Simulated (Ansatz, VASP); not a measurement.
# One calculation of NiO, two programs

```xyz
2
Lattice="0.0000 2.1337 2.1337 2.1337 0.0000 2.1337 2.1337 2.1337 0.0000" Properties=species:S:1:pos:R:3 pbc="T T T"
Ni    0.0000    0.0000    0.0000
O     2.1337    2.1337    2.1337
```

Alike in both runs: task single point; functional PBE; k mesh 12 × 12 × 12; occupations gaussian, width 0.02 eV; collinear spin; Hubbard terms Ni d U = 6.2 eV.

|  | VASP | Ansatz |
| --- | --- | --- |
| version | VASP 6.6.1 | Ansatz 0.2.0 |
| potentials or method | VASP PAW PBE potentials, release 64 (Ni, O) | scalar-relativistic, plane waves, PAW |
| plane-wave cutoff (eV) | 520 | 420 |
| valence electrons in the cell | 16 | 24 |

```tsv
	VASP	Ansatz	Ansatz less VASP
gap on the k mesh at the Fermi level (eV)	2.36	1.94	-0.423
least direct gap on the mesh (eV)	3.16	2.96	-0.200
net moment per atom (μB)	1.00	1.00	0.000
size of the moment on the site where the two differ most (μB)	1.83	1.74	-0.090
```

Site moments also hang on the region over which each program counts them. The programs project onto different local orbitals, so the same U acts differently. The two sets of potentials don't hold the same shells in valence. Ansatz warned: «stability_check_not_made».

Caveats: a cell with one magnetic atom can't hold antiferromagnetic order, which such compounds often take. The state reached can hang on the start; a lower one may exist. A k mesh can miss the band edges.
